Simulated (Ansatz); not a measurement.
# CdTe (rocksalt type): the cost of one run

Computed with Ansatz 0.2.0 (DFT r²SCAN, with the methods named in each step, unless a step's input says otherwise).

## Step 1: The structure to begin with

It takes space group Fm-3m (No. 225, cubic). Conventional cell: a = 6.083 Å, b = 6.083 Å, c = 6.083 Å, α = 90.00°, β = 90.00°, γ = 90.00°. Cd (site symmetry m-3m) has 6 Te at 3.04 Å as nearest neighbours. Te (site symmetry m-3m) has 6 Cd at 3.04 Å as nearest neighbours.

As a file:

```xyz
2
Lattice="0.0000 3.0416 3.0416 3.0416 0.0000 3.0416 3.0416 3.0416 0.0000" Properties=species:S:1:pos:R:3 pbc="T T T"
Cd    0.0000    0.0000    0.0000
Te    3.0416    3.0416    3.0416
```

Whether this phase is the stable one at these pressures isn't tested.

Atoms are numbered in the order of the input: Cd1, Te2.

## Step 2: The reference volume, LAPW

input.yaml reads:

```yaml
crystal:
  lattice:
    - [0.0, 3.0415864306, 3.0415864306]
    - [3.0415864306, 0.0, 3.0415864306]
    - [3.0415864306, 3.0415864306, 0.0]
  atoms:
    - { symbol: Cd, position: [0.0, 0.0, 0.0] }
    - { symbol: Te, position: [0.5, 0.5, 0.5] }
kpoints:
  mp_grid: { grid: [13, 13, 13] }
  band_path:
    path:
      - [0.0, 0.0, 0.0]
      - [0.5, 0.0, 0.5]
      - [0.625, 0.25, 0.625]
      - [0.375, 0.375, 0.75]
      - [0.0, 0.0, 0.0]
      - [0.5, 0.5, 0.5]
      - [0.5, 0.25, 0.75]
      - [0.5, 0.0, 0.5]
    npoints: 14
scf:
  occupations: { method: fermi_dirac, width: 0.08 }
hamiltonian:
  xc: r2scan
  pseudopotentials: { kind: all_electron, lapw: { basis_error: 0.001 } }
output:
  forces: true
  stress: true
  eigenvalues: true
  populations: true
  dos: { projected: true, de: 0.2, e_range: [-14, 8] }
```

On the command line:

```console
$ ansatz run input.yaml --threads 1 --pin off --max-ram 2048MiB --backend cpu --events-out ev --progress --plain --runs-dir out
```

**Question.** How long does this run take on 1 thread of Arm Neoverse V1, shared host, and how much memory does it need?

About 39 s, with a peak of 0.56 GiB.
